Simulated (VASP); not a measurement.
**VASP inputs for BeTe (zincblende)**

INCAR

```
LREAL = .FALSE.
ALGO = Normal
LCHARG = .FALSE.
SIGMA = 0.01
NBANDS = 11
METAGGA = R2SCAN
ISIF = 2
ISMEAR = 0
LASPH = .TRUE.
EDIFF = 1E-7
NSW = 0
LWAVE = .FALSE.
NELM = 120
PREC = Accurate
IBRION = -1
ENCUT = 520
```

KPOINTS

```
KPOINTS created by Atomic Simulation Environment
0
Gamma
8 8 8
0 0 0
```

KPOINTS_OPT

```
special points
7
Reciprocal
0.0000000000 0.0000000000 0.0000000000 1
-0.5000000000 -0.5000000000 0.0000000000 1
-0.3750000000 -0.3750000000 0.2500000000 1
-0.3750000000 0.0000000000 0.3750000000 1
0.0000000000 0.0000000000 0.5000000000 1
-0.5000000000 -0.2500000000 0.2500000000 1
0.0000000000 0.5000000000 0.5000000000 1
```

POSCAR

```
Be Te
 1.0000000000000000
    -0.0000000000000000    2.8286236223570662    2.8286236223570662
     2.8286236223570662    0.0000000000000000    2.8286236223570662
     2.8286236223570662    2.8286236223570662    0.0000000000000000
 Be  Te
   1   1
Cartesian
  0.0000000000000000  0.0000000000000000  0.0000000000000000
  1.4143118111785331  1.4143118111785331  1.4143118111785331
```

VASP ran with the recommended PBE PAW datasets (8 valence electrons in the cell).

Question: What does this run give?

Answer: gap between bands v and c 2.37 eV; least direct gap 4.03 eV; pressure 0.2 GPa.

Band v is the last that the valence electrons fill when counted band by band, and c is the next. Levels in eV from the top of v:

```
point    v−1      v     c   c+1
    Γ   0.00   0.00  4.03  4.03
    X  -2.69  -2.69  2.37  3.01
    K  -3.93  -2.27  3.09  5.73
    L  -1.15  -1.15  3.51  5.02
    W  -3.75  -3.24  5.67  6.08
```
